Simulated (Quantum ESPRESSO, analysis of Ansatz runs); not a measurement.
**A hop of O in HfO2 (P2_1/c), charge +2 (Quantum ESPRESSO)**

Wanted: path and barrier of a jump of O in HfO2 (P2_1/c) at charge +2. The case: V_O hop (2.5 Å), in a cell of 48 host atoms with 1 O taken out.

Method: Quantum ESPRESSO plane-wave DFT, PBEsol, GBRV 1.5 PBEsol potentials; nudged elastic band between two relaxed defect structures at fixed charge in a uniform background, in Quantum ESPRESSO 7.5.

### Step 1. The starting structure

The cell holds 47 atoms: 16 Hf and 31 O. Its edges and angles: a = 9.411 Å, b = 8.427 Å, c = 9.411 Å, α = 110.9°, β = 113.5°, γ = 108.4°. It derives from HfO2 (space group P2_1/c). Nearest the centre at fractional (0.639, 0.629, 0.698): O43 at 1.23 Å, Hf8 at 1.71 Å, Hf10 at 1.71 Å, O22 at 2.53 Å, Hf3 at 2.63 Å, O20 at 2.64 Å, O37 at 2.69 Å, O24 at 2.85 Å. The cell carries charge +2.

The cell's shortest repeat is 8.4 Å.

### Step 2. Relaxation of the start point, charge +2

The ends come first: from an unrelaxed start the top is counted from too high an energy, and the barrier comes out too low. Small random displacements break the symmetry of the ideal sites, so that the defect can distort if it gains by it. The charge of +2 is set by the electron count, and a uniform background keeps the cell neutral.

File pw.in:

```
&CONTROL
  calculation = 'relax'
  prefix = 'pwscf'
  outdir = './tmp'
  pseudo_dir = './pseudo'
  tprnfor = .true.
  disk_io = 'low'
  nstep = 70
  forc_conv_thr = 0.0012
  etot_conv_thr = 0.0001
/
&SYSTEM
  ibrav = 0
  nat = 47
  ntyp = 2
  ecutwfc = 36
  ecutrho = 288
  nbnd = 192
  occupations = 'fixed'
  tot_charge = 2
  nosym = .true.
/
&ELECTRONS
  conv_thr = 5d-08
  electron_maxstep = 100
  mixing_beta = 0.5
/
&IONS
  ion_dynamics = 'bfgs'
/
ATOMIC_SPECIES
Hf   178.4900 hf_pbesol_v1.uspp.F.UPF
O     15.9990 o_pbesol_v1.2.uspp.F.UPF
CELL_PARAMETERS angstrom
  -5.9416700219    5.1632183080    5.1583953540
   4.2040263251   -5.1632183080    5.1655566081
   5.9416700219    5.1632183080   -5.1583953540
ATOMIC_POSITIONS crystal
Hf     0.0826846387    0.4926019833    0.8675515790
Hf     0.0826846387    0.9926019833    0.3675515790
Hf     0.5844084282    0.4915541547    0.3702292635
Hf     0.5855223344    0.9918887040    0.8672820142
Hf     0.3749495956    0.2573980167    0.8400826553
Hf     0.3749495956    0.7573980167    0.3400826553
Hf     0.8749495956    0.2573980167    0.3400826553
Hf     0.8727530569    0.7575715318    0.8368622624
Hf     0.4173153613    0.0073980167    0.1324484210
Hf     0.4176581380    0.5052157119    0.6294133870
Hf     0.9150641302    0.0032176899    0.6290412458
Hf     0.9173153613    0.5073980167    0.1324484210
Hf     0.1250504044    0.2426019833    0.1599173447
Hf     0.1250504044    0.7426019833    0.6599173447
Hf     0.6273286955    0.2431507350    0.6584294075
Hf     0.6250504044    0.7426019833    0.1599173447
O      0.3651648285    0.2144150034    0.5958071646
O      0.3615726824    0.7141022888    0.0938855746
O      0.8615726824    0.2141022888    0.0938855746
O      0.8628575047    0.7139120091    0.5972595581
O      0.3797832858    0.0358977112    0.8974703936
O      0.3780980652    0.5327712991    0.3935088151
O      0.8797832858    0.0358977112    0.3974703936
O      0.8780389939    0.5318234312    0.8968180592
O      0.1409367707    0.2880637681    0.4053501790
O      0.1360402806    0.7868211000    0.9071814300
O      0.6384273176    0.2858977112    0.9061144254
O      0.6398293830    0.7831765220    0.4062524982
O      0.1202167142    0.4641022888    0.1025296064
O      0.1202167142    0.9641022888    0.6025296064
O      0.6214887563    0.9624654880    0.1047972759
O      0.3407351147    0.2095474814    0.2102702533
O      0.3375320021    0.7008740207    0.7057614505
O      0.8393410070    0.2053133674    0.7074563250
O      0.8393410070    0.7053133674    0.2074563250
O      0.5021429576    0.0446866326    0.3840276395
O      0.5040594990    0.5471692818    0.8830046995
O      0.9993543562    0.0457787575    0.8827297415
O      1.0021429576    0.5446866326    0.3840276395
O      0.1606589930    0.2946866326    0.7925436750
O      0.1606589930    0.7946866326    0.2925436750
O      0.6597002024    0.2926785333    0.2886661453
O      0.6597530557    0.7904402322    0.7909110184
O     -0.0021429576    0.4553133674    0.6159723605
O     -0.0025639609    0.9576501063    0.1142311242
O      0.4978570424    0.4553133674    0.1159723605
O      0.4981002126    0.9575238890    0.6141052068
K_POINTS gamma
```

Run with:

```sh
$ OMP_NUM_THREADS=1 mpirun -n 4 pw.x -in pw.in > pw.out
```

The log of the run:

```text
[shortened: banners, details of potentials and solvers, and blank lines are left out]
     gamma-point specific algorithms are used
     one sub-group per band group will be used
     scalapack distributed-memory algorithm (size of sub-group:  2*  2 procs)
     bravais-lattice index     =            0
     lattice parameter (alat)  =      17.7847  a.u.
     unit-cell volume          =    3650.0307 (a.u.)^3
     number of atoms/cell      =           47
     number of atomic types    =            2
     number of electrons       =       376.00
     number of Kohn-Sham states=          192
     kinetic-energy cutoff     =      36.0000  Ry
     charge density cutoff     =     288.0000  Ry
     scf convergence threshold =      5.0E-08
     mixing beta               =       0.5000
     number of iterations used =            8  plain     mixing
     energy convergence thresh.=      1.0E-04
     force convergence thresh. =      1.2E-03
     Exchange-correlation= SLA  PW   PSX  PSC
                           (   1   4  10   8   0   0   0)
     nstep                     =           70
     crystal axes: (cart. coord. in units of alat)
               a(1) = (  -0.631338   0.548623   0.548110 )
               a(2) = (   0.446703  -0.548623   0.548871 )
               a(3) = (   0.631338   0.548623  -0.548110 )
     PseudoPot. # 1 for Hf read from file:
     hf_pbesol_v1.uspp.F.UPF
     Pseudo is Ultrasoft + core correction, Zval = 12.0
[...]
PseudoPot. # 2 for O  read from file:
     o_pbesol_v1.2.uspp.F.UPF
     Pseudo is Ultrasoft + core correction, Zval =  6.0
[...]
atomic species   valence    mass     pseudopotential
     Hf               12.00   178.49000     Hf( 1.00)
     O                 6.00    15.99900     O ( 1.00)
     No symmetry found
     site n.     atom                  positions (alat units)
         1        Hf     tau(   1) = (   0.7155632   0.2510686  -0.1598186  )
         2        Hf     tau(   2) = (   0.6232457  -0.2975543   0.3886723  )
         3        Hf     tau(   3) = (   0.0843593   0.2540582   0.3871939  )
         4        Hf     tau(   4) = (   0.6209653   0.2528689   0.3899839  )
         5        Hf     tau(   5) = (   0.4086367   0.5253801  -0.1136659  )
         6        Hf     tau(   6) = (   0.3163192  -0.0232428   0.4348250  )
         7        Hf     tau(   7) = (  -0.2227014   0.5253801   0.4344446  )
         8        Hf     tau(   8) = (   0.3157503   0.5223131   0.4354815  )
[...]
number of k points=     1
                       cart. coord. in units 2pi/alat
        k(    1) = (   0.0000000   0.0000000   0.0000000), wk =   2.0000000
     Dense  grid:   150556 G-vectors     FFT dimensions: ( 100,  90, 100)
     Smooth grid:    53237 G-vectors     FFT dimensions: (  72,  64,  72)
     Check: negative core charge=   -0.000005
     starting charge     345.9999, renormalised to     376.0000
     Self-consistent Calculation
     iteration #  1     ecut=    36.00 Ry     beta= 0.50
     total energy              =   -3542.56532220 Ry
     estimated scf accuracy    <      15.53713838 Ry
     iteration #  2     ecut=    36.00 Ry     beta= 0.50
     total energy              =   -3544.21536060 Ry
     estimated scf accuracy    <       3.92951506 Ry
     iteration #  3     ecut=    36.00 Ry     beta= 0.50
     total energy              =   -3544.87142480 Ry
     estimated scf accuracy    <       1.30604072 Ry
[...]
estimated scf accuracy    <       0.00002577 Ry
[... 230 further cycles ...]
     iteration #  6     ecut=    36.00 Ry     beta= 0.50
     total energy              =   -3545.29960145 Ry
     estimated scf accuracy    <          8.5E-09 Ry
     iteration #  7     ecut=    36.00 Ry     beta= 0.50
     total energy              =   -3545.29960145 Ry
     estimated scf accuracy    <          2.3E-09 Ry
     iteration #  8     ecut=    36.00 Ry     beta= 0.50
     End of self-consistent calculation
          k = 0.0000 0.0000 0.0000 (  6643 PWs)   bands (ev):
   -49.5065 -49.3247 -49.3202 -49.3150 -49.3037 -49.3020 -49.2936 -49.2834
   -49.2559 -49.2364 -49.2292 -49.2265 -49.2140 -49.1632 -49.1554 -49.1473
   -18.5433 -18.5281 -18.4361 -18.4242 -18.3853 -18.3702 -18.3472 -18.3312
   -18.3260 -18.3134 -18.2834 -18.2759 -18.2714 -18.2524 -18.2446 -18.2187
   -18.2053 -18.1889 -18.1852 -18.1693 -18.1558 -18.1309 -18.1208 -18.1098
   -18.0910 -18.0797 -18.0499 -18.0437 -18.0321 -18.0071 -17.9941 -17.9893
   -17.9750 -17.9560 -17.9484 -17.9368 -17.9223 -17.9212 -17.9123 -17.8983
   -17.8899 -17.8750 -17.8670 -17.8614 -17.8493 -17.8412 -17.8194 -17.7907
[...]
highest occupied, lowest unoccupied level (ev):    10.9135   14.0466
!    total energy              =   -3545.29960145 Ry
     estimated scf accuracy    <          1.1E-10 Ry
     The total energy is the sum of the following terms:
     one-electron contribution =    -573.37874881 Ry
     hartree contribution      =     502.46779865 Ry
     xc contribution           =   -1430.00554345 Ry
     ewald contribution        =   -2044.38310783 Ry
     convergence has been achieved in   8 iterations
     Forces acting on atoms (cartesian axes, Ry/au):
     atom    1 type  1   force =     0.00073143    0.00004039    0.00050614
     atom    2 type  1   force =     0.00002874   -0.00016011    0.00005075
     atom    3 type  1   force =    -0.00008375   -0.00059260   -0.00041904
     atom    4 type  1   force =    -0.00021631    0.00036556    0.00067512
     atom    5 type  1   force =    -0.00000907    0.00013598   -0.00072495
     atom    6 type  1   force =     0.00007141    0.00031260   -0.00032068
     atom    7 type  1   force =     0.00013065    0.00035440    0.00065829
     atom    8 type  1   force =     0.00006116   -0.00044709   -0.00020120
[...]
Total force =     0.005338     Total SCF correction =     0.000021
     Energy error            =      7.2E-05 Ry
     Gradient error          =      1.4E-03 Ry/Bohr
     number of scf cycles    =  29
     number of bfgs steps    =  28
     energy             old  =   -3545.2995292703 Ry
     energy             new  =   -3545.2996014493 Ry
     CASE: energy            _new < energy            _old
     new trust radius        =       0.0071017534 bohr
     new conv_thr            =       0.0000000005 Ry
ATOMIC_POSITIONS (crystal)
Hf               0.0808218487        0.4885613201        0.8626283912
Hf               0.0854839232        0.9951307567        0.3707850511
Hf               0.5808369459        0.4911593624        0.3496486712
Hf               0.5857939681        0.9935859338        0.8729557915
Hf               0.3756728701        0.2577705128        0.8362807247
Hf               0.3720542026        0.7521450589        0.3348451370
Hf               0.8740557167        0.2580053963        0.3424051470
Hf               0.8948975778        0.7798046540        0.8612065578
[...]
Check: negative core charge=   -0.000004
     Self-consistent Calculation
     iteration #  1     ecut=    36.00 Ry     beta= 0.50
     total energy              =   -3545.29963352 Ry
     estimated scf accuracy    <       0.00005216 Ry
     iteration #  2     ecut=    36.00 Ry     beta= 0.50
     total energy              =   -3545.29963909 Ry
     estimated scf accuracy    <       0.00000751 Ry
     iteration #  3     ecut=    36.00 Ry     beta= 0.50
     total energy              =   -3545.29964042 Ry
     estimated scf accuracy    <       0.00000129 Ry
[...]
estimated scf accuracy    <       0.00000011 Ry
     iteration #  5     ecut=    36.00 Ry     beta= 0.50
     total energy              =   -3545.29964062 Ry
     estimated scf accuracy    <       0.00000003 Ry
     iteration #  6     ecut=    36.00 Ry     beta= 0.50
     total energy              =   -3545.29964063 Ry
     estimated scf accuracy    <          2.9E-09 Ry
     iteration #  7     ecut=    36.00 Ry     beta= 0.50
     End of self-consistent calculation
          k = 0.0000 0.0000 0.0000 (  6643 PWs)   bands (ev):
   -49.5083 -49.3228 -49.3192 -49.3136 -49.3059 -49.3025 -49.2948 -49.2840
   -49.2567 -49.2354 -49.2274 -49.2241 -49.2132 -49.1612 -49.1565 -49.1453
   -18.5432 -18.5283 -18.4359 -18.4238 -18.3852 -18.3700 -18.3465 -18.3308
   -18.3255 -18.3133 -18.2830 -18.2754 -18.2710 -18.2520 -18.2440 -18.2187
   -18.2049 -18.1889 -18.1848 -18.1691 -18.1556 -18.1306 -18.1203 -18.1093
   -18.0910 -18.0789 -18.0498 -18.0428 -18.0319 -18.0069 -17.9940 -17.9895
   -17.9748 -17.9560 -17.9479 -17.9363 -17.9211 -17.9208 -17.9121 -17.8979
   -17.8895 -17.8755 -17.8665 -17.8606 -17.8491 -17.8401 -17.8185 -17.7900
[...]
highest occupied, lowest unoccupied level (ev):    10.9138   14.0477
!    total energy              =   -3545.29964063 Ry
     estimated scf accuracy    <          4.8E-10 Ry
     The total energy is the sum of the following terms:
     one-electron contribution =    -573.36298123 Ry
     hartree contribution      =     502.46327961 Ry
     xc contribution           =   -1430.00650557 Ry
     ewald contribution        =   -2044.39343344 Ry
     convergence has been achieved in   7 iterations
     Forces acting on atoms (cartesian axes, Ry/au):
     atom    1 type  1   force =     0.00029524    0.00016281    0.00081553
     atom    2 type  1   force =    -0.00032582   -0.00031545   -0.00009470
     atom    3 type  1   force =     0.00012014   -0.00032511   -0.00030367
     atom    4 type  1   force =    -0.00006699    0.00010613    0.00033129
     atom    5 type  1   force =     0.00009257    0.00001007   -0.00056106
     atom    6 type  1   force =     0.00003661    0.00012592   -0.00013451
     atom    7 type  1   force =     0.00006061    0.00018207   -0.00005694
     atom    8 type  1   force =     0.00018236   -0.00039752    0.00041180
[...]
Total force =     0.004014     Total SCF correction =     0.000069
     Energy error            =      3.9E-05 Ry
     Gradient error          =      8.6E-04 Ry/Bohr
     bfgs converged in  30 scf cycles and  29 bfgs steps
     (criteria: energy <  1.0E-04 Ry, force <  1.2E-03 Ry/Bohr)
     End of BFGS Geometry Optimization
     Final energy             =   -3545.2996406254 Ry
Begin final coordinates
ATOMIC_POSITIONS (crystal)
Hf               0.0808218487        0.4885613201        0.8626283912
Hf               0.0854839232        0.9951307567        0.3707850511
Hf               0.5808369459        0.4911593624        0.3496486712
Hf               0.5857939681        0.9935859338        0.8729557915
Hf               0.3756728701        0.2577705128        0.8362807247
Hf               0.3720542026        0.7521450589        0.3348451370
Hf               0.8740557167        0.2580053963        0.3424051470
Hf               0.8948975778        0.7798046540        0.8612065578
[...]
End final coordinates
   JOB DONE.
```

Wall time 10 min (4 MPI ranks of Arm Neoverse V1, shared host); peak memory 1.4 GiB.

The steps of the relaxation (22 of 30):

```
step  energy less that of the first step (eV)
   0                                   0.0000
   1                                  -1.6939
   3                                  -2.5423
   4                                  -2.6758
   6                                  -2.7473
   7                                  -2.7627
   8                                  -2.7765
  10                                  -2.7942
  11                                  -2.8003
  12                                  -2.8055
  14                                  -2.8146
  15                                  -2.8193
  17                                  -2.8290
  18                                  -2.8338
  19                                  -2.8382
  21                                  -2.8460
  22                                  -2.8496
  23                                  -2.8530
  25                                  -2.8585
  26                                  -2.8607
  28                                  -2.8632
  29                                  -2.8638
```

The atoms that moved most (Å):

```
atom      dx      dy      dz  length
 O42   0.204   0.219  -0.169   0.343
 O24  -0.111  -0.266  -0.005   0.289
 O47  -0.139   0.221   0.033   0.263
 O35  -0.104  -0.163   0.157   0.249
 O39   0.119  -0.173  -0.131   0.247
 O46  -0.145   0.123   0.157   0.247
 O45  -0.042   0.192   0.150   0.247
 O37   0.119  -0.144  -0.147   0.238
```

Neighbours of O43 at the end:

```
atom  distance (Å)
 Hf8         2.010
Hf10         2.046
 Hf4         2.239
 O33         2.638
 O37         2.702
 O22         2.807
 O47         2.808
 O38         2.828
```

Numbers from this step:

* highest filled level: 10.91 eV
* lowest empty level: 14.05 eV
* r.m.s. move of the farther half of the atoms: 0.1251 Å
* largest move from the ideal geometry of this structure, a common shift of the far atoms taken out: 0.3047 Å

The relaxation gained 2.864 eV and ended with a largest force component of 0.022 eV/Å.

(Part 1 of 3 ends here.)

[Logs are printed without paths, hosts, clocks, repeated set-up lines and the standing remarks that a program may print on its own settings, such as how far it seeks lower states.]

[Hosts, paths, dates, database ids (printed as entryN), source tags and the programs' standing remarks are cut or masked in the printed files.]
